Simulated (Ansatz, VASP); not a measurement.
# One calculation of Ge, two programs

INCAR

```
SYSTEM = Ge
PREC = Accurate
ENCUT = 600
EDIFF = 1E-6
ISMEAR = 0
SIGMA = 0.1
LREAL = .FALSE.
LASPH = .TRUE.
NELM = 100
ALGO = Fast
ISIF = 3
LWAVE = .FALSE.
LCHARG = .FALSE.
GGA = PS
IBRION = 2
NSW = 100
EDIFFG = -0.01
```

File KPOINTS:

```
regular mesh
0
G
  20 20 20
  0 0 0
```

The input POSCAR:

```
Ge
1.0
    2.6596851913      0.0000000000      0.0000000000
    0.0000000000      2.6596851913      0.0000000000
    0.0000000000      0.0000000000      2.6596851913
Ge
1
Direct
    0.5000000000      0.5000000000      0.5000000000
```

Input for Ansatz:

```yaml
crystal:
  lattice:
    - [2.6596851913, 0.0, 0.0]
    - [0.0, 2.6596851913, 0.0]
    - [0.0, 0.0, 2.6596851913]
  atoms:
    - { symbol: Ge, position: [0.5, 0.5, 0.5] }
basis:
  ecutwfc: 420
kpoints:
  mp_grid: { grid: [20, 20, 20] }
hamiltonian:
  xc: pbesol
scf:
  occupations: { method: gaussian, width: 0.1 }
output:
  forces: true
  stress: true
  eigenvalues: true
relax:
  adjacent_minimum: "off"
  f_tol: 0.01
  max_steps: 80
  cell: { stress_tol: 0.05 }
```

Alike in both runs: task relaxation of cell and atoms; functional PBEsol; k mesh 20 × 20 × 20; occupations gaussian, width 0.1 eV; no spin polarisation.

```csv
,VASP,Ansatz
version,VASP 6.6.1,Ansatz 0.2.0
potentials or method,"VASP PAW PBE potentials, release 64 (Ge_d)","scalar-relativistic, plane waves, PAW"
plane-wave cutoff (eV),600,420
valence electrons in the cell,14,14
```

VASP gave:

| Item | Value |
| --- | --- |
| gap on the k mesh at the Fermi level, each at its own relaxed structure (eV) | none |
| relaxed volume (Å³/atom) | 18.93 |
| relaxed cell length with the largest relative difference (Å) | 2.665 |

Question: Estimate Ansatz's values.

Answer: gap on the k mesh at the Fermi level, each at its own relaxed structure (eV): none; relaxed volume (Å³/atom): 18.98; relaxed cell length with the largest relative difference (Å): 2.667.

A gap of «none» marks a metal or a gap that the smearing closes.

Caveats: the PAW data sets were made with another functional, which shifts forces and pressure a little (VASP).
